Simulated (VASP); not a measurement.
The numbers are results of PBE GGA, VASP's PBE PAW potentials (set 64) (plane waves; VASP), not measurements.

Input for VASP

### KPOINTS
```
Automatic mesh
0
Gamma
6 6 6
0.5 0.5 0.5
```

POSCAR:
```
BaSnO3
1
    4.1434700000     0.0000000000     0.0000000000
    0.0000000000     4.1434700000     0.0000000000
    0.0000000000     0.0000000000     4.1434700000
Ba Sn O
1 1 3
Direct
  0.5000000000   0.5000000000   0.5000000000
  0.0000000000   0.0000000000   0.0000000000
  0.0000000000   0.5000000000   0.0000000000
  0.5000000000   0.0000000000   0.0000000000
  0.0000000000   0.0000000000   0.5000000000
```

### INCAR
```
# general
SYSTEM  = BaSnO3
PREC    = Accurate
ENCUT   = 400
LREAL   = .False.
LASPH   = .True.   # aspherical one-centre terms

# electronic loop
EDIFF   = 1E-6   # SCF stop (eV)
NELM    = 100
ALGO    = Normal   # blocked Davidson
LMAXMIX = 4   # l cut-off of mixed one-centre charges

# smearing
ISMEAR  = -1
SIGMA   = 0.05   # width (eV)

# functional
GGA     = PE

# ions
ISIF    = 2

# output
LWAVE   = .False.
LCHARG  = .False.
```

POTCAR, in this order: Ba_sv Sn_d O (PBE.64 set). Program: vasp_std.

What VASP printed:

OSZICAR:
```
       N       E                     dE             d eps       ncg     rms          rms(c)
DAV:   1     0.411316256047E+03    0.41132E+03   -0.18722E+04   509   0.185E+03
DAV:   2     0.561078594076E+01   -0.40571E+03   -0.39590E+03   598   0.499E+02
DAV:   3    -0.342991147890E+02   -0.39910E+02   -0.39307E+02   605   0.152E+02
DAV:   4    -0.360919287100E+02   -0.17928E+01   -0.17905E+01   692   0.307E+01
DAV:   5    -0.361260521313E+02   -0.34123E-01   -0.34117E-01   686   0.361E+00    0.137E+01
DAV:   6    -0.314621391554E+02    0.46639E+01   -0.25282E+01   743   0.644E+01    0.611E+00
DAV:   7    -0.314904665564E+02   -0.28327E-01   -0.16083E+00   557   0.795E+00    0.316E+00
DAV:   8    -0.314588080087E+02    0.31659E-01   -0.26371E-01   752   0.378E+00    0.674E-01
DAV:   9    -0.314502266654E+02    0.85813E-02   -0.68059E-02   782   0.256E+00    0.147E-01
DAV:  10    -0.314509601484E+02   -0.73348E-03   -0.54484E-03   727   0.847E-01    0.684E-02
DAV:  11    -0.314509512888E+02    0.88596E-05   -0.12253E-03   782   0.352E-01    0.300E-02
DAV:  12    -0.314509398708E+02    0.11418E-04   -0.81425E-05   656   0.717E-02    0.154E-02
DAV:  13    -0.314509361832E+02    0.36877E-05   -0.20726E-05   712   0.288E-02    0.154E-03
DAV:  14    -0.314509360229E+02    0.16029E-06   -0.57401E-07   350   0.976E-03
   1 F= -.31450936E+02 E0= -.31450936E+02  d E =-.231678E-07
```

OUTCAR:
```
------------------------ aborting loop because EDIFF is reached ----------------------------------------
  FORCE on cell =-STRESS in cart. coord.  units (eV):
  Direction    XX          YY          ZZ          XY          YZ          ZX
  --------------------------------------------------------------------------------------
  Total        0.2137050      0.2137050      0.2137050      0.0000000     -0.0000000     -0.0000000
  in kB        4.8131860      4.8131860      4.8131860      0.0000000     -0.0000000     -0.0000000
  external PRESSURE =       4.8131860 kB  Pullay stress =       0.0000000 kB
  volume of cell :       71.14
      direct lattice vectors                 reciprocal lattice vectors
     4.143470000  0.000000000  0.000000000     0.241343608  0.000000000  0.000000000
     0.000000000  4.143470000  0.000000000     0.000000000  0.241343608  0.000000000
     0.000000000  0.000000000  4.143470000     0.000000000  0.000000000  0.241343608
 POSITION                                       TOTAL-FORCE (eV/Angst)
 -----------------------------------------------------------------------------------
      2.07173      2.07173      2.07173         0.000000      0.000000      0.000000
      0.00000      0.00000      0.00000         0.000000      0.000000      0.000000
      0.00000      2.07173      0.00000         0.000000      0.000000      0.000000
      2.07173      0.00000      0.00000         0.000000      0.000000      0.000000
      0.00000      0.00000      2.07173         0.000000      0.000000      0.000000
 -----------------------------------------------------------------------------------
    total drift:                               -0.000000      0.000000     -0.000000
  FREE ENERGIE OF THE ION-ELECTRON SYSTEM (eV)
  ---------------------------------------------------
  free  energy   TOTEN  =       -31.4509360229 eV

  energy  without entropy=      -31.4509359997  energy(sigma->0) =      -31.45093601
```
(Selected blocks of OUTCAR.)

At this cut-off the stress carries a Pulay error, which pulls relaxed volumes low.

The structure comes from a computed database's BaSnO3 entry; how it stands against other phases isn't given here. The cell was not relaxed at this level.
